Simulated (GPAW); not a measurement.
A run of GPAW 26.7.0 is set up as follows.

run.py

```python
from ase import Atoms
from ase.dft.bandgap import bandgap
from ase.io import write
from ase.parallel import parprint
from gpaw import GPAW, PW

atoms = Atoms(['As', 'Ga'],
              cell=[[0.0, 2.82685, 2.82685],
                    [2.82685, 0.0, 2.82685],
                    [2.82685, 2.82685, 0.0]],
              scaled_positions=[[0.75, 0.75, 0.75],
                                [0.0, 0.0, 0.0]],
              pbc=True)

calc = GPAW(mode=PW(450),
            xc='PBE0',
            kpts={'size': (6, 6, 6), 'gamma': True},
            occupations={'name': 'fermi-dirac', 'width': 0.05},
            nbands=9,
            convergence={'density': 1e-05, 'energy': 1e-05},
            maxiter=60,
            txt='gpaw.txt')
atoms.calc = calc
energy = atoms.get_potential_energy()
forces = atoms.get_forces()
calc.write('gs.gpw')
write('result.traj', atoms)
parprint(f'Energy: {energy:.6f} eV')
parprint('Forces (eV/A):')
parprint(forces.round(4))
parprint('Fermi level:', round(calc.get_fermi_level(), 4), 'eV')
parprint(f'Gap: {bandgap(calc)[0]:.4f} eV, direct: {bandgap(calc, direct=True)[0]:.4f} eV')
```

Potentials or basis: GPAW PAW data sets (gpaw-data 1.2.1), pw.

Command:

```bash
$ OMP_NUM_THREADS=1 mpirun -n 8 gpaw python run.py
```

Q: Predict the band gap on the k mesh.

A: 2.00 eV, direct.

Caveat: the PAW data sets were made with another functional, which shifts forces and pressure a little.

**Experimental background.**

From “Evidence of valence band perturbations in GaAsN/GaAs(001): A combined variable-angle spectroscopic ellipsometry and modulated photoreflectance investigation”, 2008, arxiv:0805.2212, for a bulk crystal of GaAs at 300 K: band gap 1.418 ± 0.005 eV (direct).

A measured gap of GaAs is 1.418 eV (direct; 300 K; “Evidence of valence band perturbations in GaAsN/GaAs(001): A combined variable-angle spectroscopic ellipsometry and modulated photoreflectance investigation”, 2008, arxiv:0805.2212); the calculated 2.00 eV misses it by +0.58 eV. 3 values of this kind are on record (1.412 to 1.51 eV); this one was drawn at random among those near their median, those with a stated uncertainty first. Spin-orbit coupling on As, Ga is left out. The value is that of PBE0 on a finite k mesh, which can miss the band edges, without temperature or zero-point motion.
